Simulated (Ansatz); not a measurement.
BaTiO3:

```
CELL_PARAMETERS angstrom
3.99980 0.00000 0.00000
0.00000 3.99980 0.00000
0.00000 0.00000 4.01800
ATOMIC_POSITIONS crystal
Ba 0.00000 0.00000 0.00000
Ti 0.50000 0.50000 0.49000
O 0.00000 0.50000 0.51700
O 0.50000 0.00000 0.51700
O 0.50000 0.50000 0.01900
```

* Program: Ansatz 0.2.0
* Task: relaxation of cell and atoms
* Functional: PBE
* Potentials or basis: PseudoDojo standard (PBE files)
* Cutoff: 1143 eV
* Density cutoff: 4572 eV
* k mesh: 7 × 7 × 7
* Occupations: fermi-dirac, width 0.05 eV
* Spin: no spin polarisation

At the start: volume 12.86 Å³/atom.

Q: How do energy, volume and symmetry change on relaxing?

A: It ends after 12 steps and the volume is 13.29 Å³/atom (+3.4 %); space group P4mm (No. 99, to 0.05 Å).

The path:
| step | energy change (eV) | largest force (eV/Å) | volume (Å³) |
| --- | --- | --- | --- |
| 1 | 0.0000 | 0.3143 | 64.28 |
| 2 | -0.0097 | 0.3047 | 65.26 |
| 3 | -0.0114 | 0.2567 | 65.26 |
| 4 | -0.0173 | 0.2389 | 65.25 |
| 5 | -0.0265 | 0.2845 | 65.92 |
| 6 | -0.0340 | 0.0942 | 66.37 |
| 7 | -0.0345 | 0.0617 | 66.45 |
| 8 | -0.0346 | 0.0307 | 66.36 |
| 9 | -0.0347 | 0.0092 | 66.39 |
| 10 | -0.0358 | 0.0093 | 66.39 |
| 11 | -0.0358 | 0.0008 | 66.47 |
| 12 | -0.0358 | 0.0008 | 66.47 |

Final structure:
```
Ba Ti O
1.0
     3.98426    0.00000    0.00000
     0.00000    3.98426    0.00000
     0.00000    0.00000    4.18731
Ba Ti O
1 1 3
Direct
  0.00000 0.00000 0.99012
  0.50000 0.50000 0.47299
  0.00000 0.50000 0.52003
  0.50000 0.00000 0.52003
  0.50000 0.50000 0.03984
```

Caveat: the plane-wave basis is chosen anew once the cell has moved, so the energies of steps on either side of that aren't comparable.
